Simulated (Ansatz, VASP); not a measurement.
Given: the input of a run of VASP 6.6.1 on Bi.

Contents of INCAR:

```
SYSTEM = Bi
ALGO = Normal
EDIFF = 1E-7
ENCUT = 520
GGA = PS
ISIF = 2
ISMEAR = -1
LASPH = .TRUE.
LCHARG = .FALSE.
LREAL = .FALSE.
LWAVE = .FALSE.
NBANDS = 22
NELM = 80
PREC = Accurate
SIGMA = 0.05
```

KPOINTS

```
k-points
0
G
  7 7 7
  0 0 0
```

POSCAR

```
Bi
1.0
    2.2675000000      1.3091417354      3.9380000000
   -2.2675000000      1.3091417354      3.9380000000
    0.0000000000     -2.6182834708      3.9380000000
Bi
2
Direct
    0.7724340000      0.7862450000      0.7540610000
    0.2322200000      0.2385820000      0.2322520000
```

Potentials or basis: VASP PAW PBE potentials, release 64 (Bi_d).

Run with:

```bash
$ cat potpaw_PBE.64/Bi_d/POTCAR > POTCAR
$ mpirun -np 1 vasp_std > vasp.out
```

Q: Translate it to Ansatz 0.2.0. Potentials there: Ansatz PAW.

A: As run (the cutoff follows the program's own potentials):

input.yaml

```yaml
crystal:
  lattice:
    - [2.2675, 1.3091417354, 3.938]
    - [-2.2675, 1.3091417354, 3.938]
    - [0.0, -2.6182834708, 3.938]
  atoms:
    - { symbol: Bi, position: [0.772434, 0.786245, 0.754061] }
    - { symbol: Bi, position: [0.23222, 0.238582, 0.232252] }
hamiltonian:
  xc: pbesol
  pseudopotentials: { kind: paw }
kpoints:
  mp_grid: { grid: [7, 7, 7] }
scf:
  occupations: { method: fermi_dirac, width: 0.05 }
output:
  forces: true
  stress: true
  eigenvalues: true
```

Potentials or basis: Ansatz PAW.

The run is started by

```console
$ ansatz run input.yaml --threads 1 --pin off --max-ram 3584MiB --backend cpu --events-out ev --progress --plain --runs-dir out
```

Both were run:

|  | VASP | Ansatz | Ansatz less VASP |
| --- | --- | --- | --- |
| gap on the k mesh at the Fermi level (eV) | 0.23 | 0.23 | +0.001 |
| least direct gap on the mesh (eV) | 0.51 | 0.51 | +0.003 |
| pressure (GPa) | 0.2 | 0.3 | +0.06 |
| largest component of the traceless stress (GPa) | 0.89 | 0.88 | -0.003 |
| rms of the force components (eV/Å) | 0.255 | 0.252 | -0.0036 |

Atom by atom the forces differ by 0.004 eV/Å (rms over components). The functional is the same, so the differences come from potentials, cutoffs and numerics.

Caveats: spin-orbit coupling is left out, which as a rule narrows the gap of such compounds by several tenths of an eV; the PAW data sets were made with another functional, which shifts forces and pressure a little (VASP); an odd mesh through Γ misses points on the zone boundary, where band edges often lie (VASP); odd divisions of the mesh miss points on the zone boundary, where band edges often lie, so the gap on the mesh can be too wide (Ansatz); the PAW data sets come from PBE, with cores solved anew for the run's functional, which leaves a small shift of forces and pressure (Ansatz).
